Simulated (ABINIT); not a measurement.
# BAs (F-43m) in ABINIT: further runs

The runs below take BAs through band structure, equation of state, with LDA-PZ, PBE, HCTH407, rPW86PBE, BLYP.

Program: ABINIT 10.8.3 (patched build). These are calculated values, not measurements. Logs are shortened: lines on timing, memory, paths and dates and some standing lists are left out, and cuts for length are marked. The log counts tension as positive stress, the text compression.

**Measured values to compare with.**

“Basic Physical Properties of Cubic Boron Arsenide”, 2019, arxiv:1911.11281 quotes, for a bulk crystal of BAs: bulk modulus 148 GPa.

How close the calculation comes is told below.

## (1) The structure

It takes space group F-43m (No. 216, cubic). Conventional cell: a = 4.777 Å, b = 4.777 Å, c = 4.777 Å, α = 90.00°, β = 90.00°, γ = 90.00°. As (site symmetry -43m) has 4 B at 2.07 Å as nearest neighbours. B (site symmetry -43m) has 4 As at 2.07 Å as nearest neighbours.

## (2) Band structure, LDA-PZ, spin-orbit coupling, no magnetisation

File run.abi:

```
# Datasets: ground state, then fixed potential
ndtset 2

# Pseudopotentials
pp_dirpath "./"
pseudos "As.LDA_PW-JTH.xml, B.LDA_PW-JTH.xml"

# Structure
acell 3.3778490937 3.3778490937 3.3778490937 Angstrom
rprim
     0.0000000000     0.7071067812     0.7071067812
     0.7071067812     0.0000000000     0.7071067812
     0.7071067812     0.7071067812     0.0000000000
ntypat 2
znucl 33 5
natom 2
typat 1 2
xcart
     6.7704162730     6.7704162730     6.7704162730
     0.0000000000     0.0000000000     0.0000000000

# Plane-wave basis
ecut 408.170794 eV
pawecutdg 30.0

# Exchange and correlation
ixc 2

# Bands and occupations
occopt 3
tsmear 0.05 eV

# Spin
nspinor 2
nspden 1
pawspnorb 1

# SCF cycle
nstep 100

# Output
iomode 3
prtwf 0
prteig 0
prtebands 0
prtden1 1
prtvha1 1
prtvclmb1 1
prtpot1 1

# Dataset 1
kptopt1 4
ngkpt1 10 10 10
nshiftk1 1
shiftk1 0.0 0.0 0.0
nband1 26
tolvrs1 1.0e-9

# Dataset 2: bands along G-X-W-K-G-L-U-W-L-K
iscf2 -2
getden2 1
nband2 34
nbdbuf2 2
tolwfr2 1.0e-12
kptopt2 -9
ndivsm2 5
prteig2 1
kptbounds2
     0.0000000000     0.0000000000     0.0000000000
     0.5000000000     0.0000000000     0.5000000000
     0.5000000000     0.2500000000     0.7500000000
     0.3750000000     0.3750000000     0.7500000000
     0.0000000000     0.0000000000     0.0000000000
     0.5000000000     0.5000000000     0.5000000000
     0.6250000000     0.2500000000     0.6250000000
     0.5000000000     0.2500000000     0.7500000000
     0.5000000000     0.5000000000     0.5000000000
     0.3750000000     0.3750000000     0.7500000000
```

Potentials or basis: JTH PAW LDA v2.0.

Command:

```sh
> abinit run.abi > log 2>&1
```

run.abo:

```text
.Version 10.8.3 of ABINIT
 DATASET    1 : space group F2 3 (#196); Bravais cF (face-center cubic)
================================================================================
 Values of the parameters that define the memory need for DATASET  1.
     intxc =       0    ionmov =       0      iscf =      17    lmnmax =      18
     lnmax =       6     mgfft =      24  mpssoang =       3    mqgrid =    3001
     natom =       2  nloc_mem =       2    nspden =       1   nspinor =       2
    nsppol =       1      nsym =      12    n1xccc =       1    ntypat =       2
    occopt =       3   xclevel =       1
       mpw =         532          nfft =       13824          nkpt =          95
 PAW method is used; the additional fine FFT grid is defined by:
   mgfftf=        32    nfftf =     32768
================================================================================
================================================================================

 DATASET    2 : space group F2 3 (#196); Bravais cF (face-center cubic)
================================================================================
 Values of the parameters that define the memory need for DATASET  2.
     intxc =       0    ionmov =       0      iscf =      -2    lmnmax =      18
     lnmax =       6     mgfft =      24  mpssoang =       3    mqgrid =    3001
     natom =       2  nloc_mem =       2    nspden =       1   nspinor =       2
    nsppol =       1      nsym =      12    n1xccc =       1    ntypat =       2
    occopt =       3   xclevel =       1
       mpw =         532          nfft =       13824          nkpt =          87
 PAW method is used; the additional fine FFT grid is defined by:
   mgfftf=        32    nfftf =     32768
================================================================================
================================================================================

--------------------------------------------------------------------------------
------------- Echo of variables that govern the present computation ------------
--------------------------------------------------------------------------------
 -outvars: echo values of preprocessed input variables --------
            acell      6.3832096817E+00  6.3832096817E+00  6.3832096817E+00 Bohr
              amu      7.49215900E+01  1.08110000E+01
             ecut      1.50000000E+01 Hartree
           getden1          0
           getden2          1
             iscf1         17
             iscf2         -2
                       outvar_i_n : Printing only first  50 k-points.
              ixc           2
           jdtset        1    2
                       outvar_i_n : Printing only first  50 k-points.
           kptopt1          4
           kptopt2         -9
         kptrlatt       10    0    0      0   10    0      0    0   10
          kptrlen1     6.38320968E+01
          kptrlen2     3.00000000E+01
            natom           2
            nband1         26
            nband2         34
           nbdbuf1          0
           nbdbuf2          2
           ndtset           2
           ndivsm1          0
           ndivsm2          5
            ngfft          24      24      24
          ngfftdg          32      32      32
             nkpt1         95
             nkpt2         87
          nspinor           2
            nstep         100
             nsym          12
           ntypat           2
                       prtocc : prtvol=0, do not print more k-points.
           occopt           3
        pawcpxocc           2
        pawecutdg      3.00000000E+01 Hartree
        pawspnorb           1
        prtebands           0
           prteig1          0
           prteig2          1
           prtpot1          1
           prtpot2          0
[... 264 lines left out ...]
         ecut(hartree)=     15.000   => boxcut(ratio)=   2.15656

 Fine grid specifications (used for densities):

 getcut: wavevector=  0.0000  0.0000  0.0000  ngfft=  32  32  32
         ecut(hartree)=     30.000   => boxcut(ratio)=   2.03322
--------------------------------------------------------------------------------

================================================================================
 Non-SCF case, kpt    1 (  0.00000  0.00000  0.00000), residuals and eigenvalues=
  2.60E-13  6.95E-13  5.56E-13  8.09E-13  2.57E-13  7.63E-13  4.56E-13  5.49E-13
  2.26E-13  5.94E-13  4.10E-13  5.49E-13  2.61E-13  3.00E-13  5.21E-13  6.45E-13
  4.26E-13  4.00E-13  4.47E-13  8.26E-13  2.36E-13  2.83E-13  1.89E-13  3.56E-13
  9.91E-14  5.40E-13  1.33E-13  6.27E-13  4.36E-13  3.86E-13  8.29E-13  7.36E-13
  5.33E-07  1.57E-07
 -1.0756E+00 -1.0756E+00 -1.0756E+00 -1.0756E+00 -1.0492E+00 -1.0492E+00
 -1.0487E+00 -1.0487E+00 -1.0487E+00 -1.0487E+00 -3.0862E-01 -3.0862E-01
  2.5168E-01  2.5168E-01  2.5959E-01  2.5959E-01  2.5959E-01  2.5959E-01
  3.7129E-01  3.7129E-01  3.7927E-01  3.7927E-01  3.7927E-01  3.7927E-01
  4.2758E-01  4.2758E-01  6.0003E-01  6.0003E-01  7.4458E-01  7.4458E-01
[... 1019 lines left out ...]
  5.9294E-01  5.9531E-01  6.3860E-01  6.4042E-01  7.4247E-01  7.4294E-01
  8.6274E-01  8.7030E-01  9.4593E-01  9.4742E-01
 Non-SCF case, kpt   87 (  0.37500  0.37500  0.75000), residuals and eigenvalues=
  4.66E-13  2.17E-13  3.21E-13  6.25E-13  3.88E-13  9.77E-13  6.67E-13  3.04E-13
  3.04E-13  3.02E-13  6.12E-13  1.52E-13  7.63E-13  3.22E-13  2.79E-13  5.76E-13
  8.73E-13  4.36E-13  4.22E-13  2.38E-13  1.52E-13  2.77E-13  6.97E-13  9.56E-13
  8.08E-13  2.84E-13  3.40E-13  7.49E-13  2.71E-13  6.10E-13  7.80E-13  6.05E-13
  2.91E-09  1.18E-09
 -1.0755E+00 -1.0755E+00 -1.0754E+00 -1.0753E+00 -1.0490E+00 -1.0489E+00
 -1.0487E+00 -1.0486E+00 -1.0485E+00 -1.0485E+00 -1.5858E-01 -1.5856E-01
 -3.9241E-02 -3.6834E-02  3.6063E-02  3.9695E-02  1.2920E-01  1.2930E-01
  3.3004E-01  3.3047E-01  4.5754E-01  4.5885E-01  5.9256E-01  5.9321E-01
  6.1082E-01  6.1349E-01  6.4305E-01  6.4423E-01  7.5491E-01  7.5540E-01
  8.6329E-01  8.7126E-01  9.6530E-01  9.6744E-01

--- !ResultsGS
iteration_state: {dtset: 2, }
comment   : Summary of ground state results
lattice_vectors:
- [  0.0000000,   4.5136109,   4.5136109, ]
- [  4.5136109,   0.0000000,   4.5136109, ]
- [  4.5136109,   4.5136109,   0.0000000, ]
lattice_lengths: [   6.38321,    6.38321,    6.38321, ]
lattice_angles: [ 60.000,  60.000,  60.000, ] # degrees, (23, 13, 12)
lattice_volume:   1.8390873E+02
convergence: {deltae:  0.000E+00, res2:  0.000E+00, residm:  9.999E-13, diffor:  0.000E+00, }
etotal    :  -1.17012974E+02
entropy   :   0.00000000E+00
fermie    :   2.78040333E-01
cartesian_stress_tensor: null
pressure_GPa: null
xred      :
- [  7.5000E-01,   7.5000E-01,   7.5000E-01, As]
- [ -5.1716E-10,  -5.1716E-10,  -5.1716E-10,  B]
cartesian_forces: null
force_length_stats: {min: null, max: null, mean: null, }
...

 Integrated electronic density in atomic spheres:
 ------------------------------------------------
 Atom  Sphere_radius  Integrated_density
    1        2.10392         12.82660068
    2        1.70617          1.77340627

================================================================================

 ----iterations are completed or convergence reached----

 Mean square residual over all n,k,spin=   50.216E-14; max=  99.993E-14
 reduced coordinates (array xred) for    2 atoms
       0.749999999483      0.749999999483      0.749999999483
      -0.000000000517     -0.000000000517     -0.000000000517

 cartesian coordinates (angstrom) at end:
    1      3.58274999756784     3.58274999756784     3.58274999756784
    2     -0.00000000247047    -0.00000000247047    -0.00000000247047
 length scales=  6.383209681739  6.383209681739  6.383209681739 bohr
              =  3.377849093700  3.377849093700  3.377849093700 angstroms
 Eigenvalues (hartree) for nkpt=  87  k points:
 kpt#   1, nband= 34, wtk=  1.00000, kpt=  0.0000  0.0000  0.0000 (reduced coord)
  -1.07562   -1.07562   -1.07562   -1.07562   -1.04918   -1.04918   -1.04874   -1.04874
  -1.04874   -1.04874   -0.30862   -0.30862    0.25168    0.25168    0.25959    0.25959
   0.25959    0.25959    0.37129    0.37129    0.37927    0.37927    0.37927    0.37927
   0.42758    0.42758    0.60003    0.60003    0.74458    0.74458    0.74458    0.74458
   0.78307    0.78326
 kpt#   2, nband= 34, wtk=  1.00000, kpt=  0.0357  0.0000  0.0357 (reduced coord)
  -1.07562   -1.07562   -1.07561   -1.07561   -1.04918   -1.04918   -1.04874   -1.04874
  -1.04873   -1.04873   -0.30759   -0.30759    0.24658    0.24658    0.25433    0.25433
   0.25458    0.25458    0.37170    0.37170    0.38153    0.38153    0.38541    0.38541
   0.43297    0.43297    0.60436    0.60436    0.71742    0.71742    0.74573    0.74573
   0.78530    0.78552
 kpt#   3, nband= 34, wtk=  1.00000, kpt=  0.0714  0.0000  0.0714 (reduced coord)
  -1.07561   -1.07561   -1.07560   -1.07560   -1.04916   -1.04916   -1.04874   -1.04874
  -1.04873   -1.04873   -0.30452   -0.30452    0.23323    0.23323    0.24049    0.24049
   0.24194    0.24194    0.36494    0.36494    0.39616    0.39616    0.40138    0.40138
   0.44530    0.44530    0.61687    0.61687    0.67885    0.67885    0.74917    0.74917
[... 491 lines left out ...]
   0.56837    0.57073    0.64437    0.64670    0.73850    0.73895    0.85514    0.86135
   0.91642    0.91642
 kpt#  86, nband= 34, wtk=  1.00000, kpt=  0.3889  0.3889  0.7222 (reduced coord)
  -1.07549   -1.07548   -1.07541   -1.07535   -1.04895   -1.04888   -1.04866   -1.04861
  -1.04855   -1.04849   -0.16279   -0.16276   -0.03679   -0.03433    0.03557    0.03926
   0.13465    0.13474    0.33571    0.33619    0.48129    0.48240    0.57617    0.57680
   0.59294    0.59531    0.63860    0.64042    0.74247    0.74294    0.86274    0.87030
   0.94593    0.94742
 kpt#  87, nband= 34, wtk=  1.00000, kpt=  0.3750  0.3750  0.7500 (reduced coord)
  -1.07549   -1.07549   -1.07541   -1.07535   -1.04895   -1.04888   -1.04866   -1.04860
  -1.04854   -1.04848   -0.15858   -0.15856   -0.03924   -0.03683    0.03606    0.03970
   0.12920    0.12930    0.33004    0.33047    0.45754    0.45885    0.59256    0.59321
   0.61082    0.61349    0.64305    0.64423    0.75491    0.75540    0.86329    0.87126
   0.96530    0.96744

== END DATASET(S) ==============================================================
================================================================================

 -outvars: echo values of variables after computation  --------
            acell      6.3832096817E+00  6.3832096817E+00  6.3832096817E+00 Bohr
           etotal1    -1.1701297423E+02
            fcart1    -0.0000000000E+00 -0.0000000000E+00 -0.0000000000E+00
                      -0.0000000000E+00 -0.0000000000E+00 -0.0000000000E+00
            rprim      0.0000000000E+00  7.0710678120E-01  7.0710678120E-01
                       7.0710678120E-01  0.0000000000E+00  7.0710678120E-01
                       7.0710678120E-01  7.0710678120E-01  0.0000000000E+00
           strten1     1.3319070074E-04  1.3319070074E-04  1.3319070074E-04
                       0.0000000000E+00  0.0000000000E+00  0.0000000000E+00
           xangst      3.5827499976E+00  3.5827499976E+00  3.5827499976E+00
                      -2.4704715743E-09 -2.4704717732E-09 -2.4704715743E-09
             xred      7.4999999948E-01  7.4999999948E-01  7.4999999948E-01
                      -5.1715967619E-10 -5.1715959293E-10 -5.1715967619E-10
 Calculation completed.
```

Wall time 1.9 min (1 thread of Arm Neoverse V2, shared host); peak memory 0.12 GiB.

Results:

| Item | Value |
| --- | --- |
| Free energy | -3184.0852 eV |
| Pressure | -3.9 GPa |
| Band gap on the k mesh | 1.06 eV, indirect (least direct gap 3.04 eV) |
| Band gap along the path | 1.06 eV, indirect (least direct gap 3.04 eV) |
| Valence electrons inside the program's atomic spheres | As 12.83; B 1.77 |

Levels at the corners of the path, in eV from the valence-band top:
```tsv
point	band 15	band 16	band 17	band 18	band 19	band 20	band 21	band 22
Γ	0.00	0.00	0.00	0.00	3.04	3.04	3.26	3.26
X	-4.21	-4.21	-4.07	-4.07	1.27	1.27	1.36	1.36
W	-5.65	-5.51	-5.27	-5.25	5.12	5.13	5.78	5.78
K	-6.08	-5.98	-3.55	-3.55	1.92	1.93	5.39	5.42
Γ	0.00	0.00	0.00	0.00	3.04	3.04	3.26	3.26
L	-1.96	-1.96	-1.81	-1.81	2.60	2.60	4.65	4.65
U	-6.08	-5.98	-3.55	-3.55	1.92	1.93	5.39	5.42
W	-5.65	-5.51	-5.27	-5.25	5.12	5.13	5.78	5.78
L	-1.96	-1.96	-1.81	-1.81	2.60	2.60	4.65	4.65
K	-6.08	-5.98	-3.55	-3.55	1.92	1.93	5.39	5.42
```

(Continued in part 2 of 2.)
